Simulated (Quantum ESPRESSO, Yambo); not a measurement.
## AlN (P6_3mc): changed settings of a GW run in Yambo

A base run on AlN (P6_3mc), then changed inputs.

Program: Yambo 5.3.0. Level of theory: PBE and many-body steps on it, plane waves. Results are calculated unless marked as measured.

This is a report of a sequence of runs, with most program output left out.

The database entry behind the starting cell differs from later determinations by our own check (inner coordinate u about 0.002 short), so it need not match the best structure at ambient conditions.

## Step 1: Starting point

It takes space group P6_3mc (No. 186, hexagonal). The conventional cell has a = 3.113 Å, b = 3.113 Å, c = 4.981 Å, α = 90.00°, β = 90.00°, γ = 120.00°. Nearest to Al lie 4 N at 1.89 Å. Nearest to N lie 4 Al at 1.89 Å. Farther neighbours and most contacts between anions are not listed.

Structure file:

```xyz
4
Lattice="3.1130 0.0000 0.0000 -1.5565 2.6959 0.0000 0.0000 0.0000 4.9810" Properties=species:S:1:pos:R:3 pbc="T T T"
Al    0.0000    1.7973    0.0000
Al    1.5565    0.8986    2.4905
N     0.0000    1.7973    1.8928
N     1.5565    0.8986    4.3833
```

The cell and positions come from the Crystallography Open Database and are kept as given unless a step says otherwise.

## Step 2: Base

This step: Yambo 5.3.0; G0W0 on PBE, plane waves, norm-conserving pseudopotentials.

Now the one-shot GW correction: screening in the RPA, then the self-energy of the levels asked for.

Contents of gw2.in:

```
HF_and_locXC
gw0
dyson
ppa
em1d
rim_cut
RandQpts= 1000000
RandGvec= 1 RL
EXXRLvcs= 72 Ry
VXCRLvcs= 288 Ry
Chimod= "HARTREE"
% BndsRnXp
 1 | 209 |
%
NGsBlkXp= 17 Ry
% LongDrXp
 1 | 1 | 1 |
%
% GbndRnge
 1 | 209 |
%
DysSolver= "n"
ExtendOut
PPAPntXp= 27.21138 eV
% QPkrange
 1 | 1 | 7 | 10 |
%
```

Launch:

```
$ OMP_NUM_THREADS=1 mpirun -n 4 yambo -F gw2.in -J gw2 -C gw2 > gw2.log
```

It took 87 s on 4 MPI ranks of Arm Neoverse V1, shared host; peak memory 1.6 GiB; 5.7 min of CPU time.

This step gave:

| Quantity | Value |
| --- | --- |
| G0W0 gap on the points computed | 5.605 eV |
| starting gap on the mesh | 4.221 eV |
| k of the valence top | 0, 0, 0 |
| k of the conduction bottom | 0, 0, 0 |
| least direct G0W0 gap on the computed points | 5.605 eV |
| Z at the valence top | 0.7924 |
| Z at the conduction bottom | 0.8190 |

The gap on the mesh goes from 4.22 eV to 5.60 eV, a correction of +1.38 eV.

## Step 3: Pole fitted at another frequency

Contents of gw6.in:

```
HF_and_locXC
gw0
dyson
ppa
em1d
rim_cut
RandQpts= 1000000
RandGvec= 1 RL
EXXRLvcs= 72 Ry
VXCRLvcs= 288 Ry
Chimod= "HARTREE"
% BndsRnXp
 1 | 209 |
%
NGsBlkXp= 17 Ry
% LongDrXp
 1 | 1 | 1 |
%
% GbndRnge
 1 | 209 |
%
DysSolver= "n"
ExtendOut
PPAPntXp= 50 eV
% QPkrange
 1 | 1 | 7 | 10 |
%
```

Launch:

```
$ OMP_NUM_THREADS=1 mpirun -n 4 yambo -F gw6.in -J gw6 -C gw6 > gw6.log
```

It took 86 s on 4 MPI ranks; peak memory 1.6 GiB.

This step gave:

```
G0W0 gap on the points computed              : 5.645 eV
starting gap on the mesh                     : 4.221 eV
k of the valence top                         : 0, 0, 0
k of the conduction bottom                   : 0, 0, 0
least direct G0W0 gap on the computed points : 5.645 eV
Z at the valence top                         : 0.8015
Z at the conduction bottom                   : 0.8274
```

Against G0W0 in Yambo (3×3×4 mesh, 209 bands, screening to 231.3 eV, Godby-Needs plasmon pole), the gap moves by +0.041 eV.

## Step 4: More bands than the database holds

Contents of gw8.in:

```
HF_and_locXC
gw0
dyson
ppa
em1d
rim_cut
RandQpts= 1000000
RandGvec= 1 RL
EXXRLvcs= 72 Ry
VXCRLvcs= 288 Ry
Chimod= "HARTREE"
% BndsRnXp
 1 | 1503 |
%
NGsBlkXp= 17 Ry
% LongDrXp
 1 | 1 | 1 |
%
% GbndRnge
 1 | 1503 |
%
DysSolver= "n"
ExtendOut
PPAPntXp= 27.21138 eV
% QPkrange
 1 | 1 | 7 | 10 |
%
```

Launch:

```
$ OMP_NUM_THREADS=1 mpirun -n 4 yambo -F gw8.in -J gw8 -C gw8 > gw8.log
```

Wall time 3.2 s (4 MPI ranks); peak memory 0.95 GiB.

The run stopped with an error after 3.2 s.

The program's words: [ERROR] STOP signal received while in[05.01] Setup: observables and procedures [ERROR] Error in parallel wf distribution (Dipole ic)

The fault put into this input: more bands than the database holds.

## Step 5: The runs together

Times are wall times on 4 MPI ranks of Arm Neoverse V1, shared host, good to a factor of about two.

```
                             run   mesh  bands  screening cutoff (eV)  DFT gap (eV)  gap on the mesh (eV)  direct (eV)  time
                            base  3×3×4    209                  231.3         4.221                 5.605        5.605  87 s
pole fitted at another frequency  3×3×4    209                  231.3         4.221                 5.645        5.645  86 s
```

## Step 6: Summary of results

| Quantity | Value |
| --- | --- |
| base | 5.605 eV |
| pole fitted at another frequency | 5.645 eV |
| known limits | not at the basis limit; coarse k mesh |

Pole fitted at another frequency: +0.041 eV against base (keys changed: PPAPntXp). Bands and cutoff are finite, so the gap is not at the basis limit. The miss can reach some tenths of an eV and take either sign; the mesh is an error of its own. In the G0W0 runs levels were corrected at 1 k point alone, so a gap called «on the mesh» is the least over those, and an edge elsewhere would be missed. The 3×3×4 mesh is coarse for this cell, which bears on the long-range parts of exchange and screening.

[Paths, hosts, dates, memory and timing lines, banners, echoed tables and standing remarks are left out of the program output.]

[Logs are printed without paths, hosts, clocks, repeated set-up lines and the standing remarks that a program may print on its own settings, such as how far it seeks lower states.]

[Runs of the session that timed out or met a known fault of the program may be left out.]

[Hosts, paths, dates, database ids (printed as entryN), source tags and the programs' standing remarks are cut or masked in the printed files.]
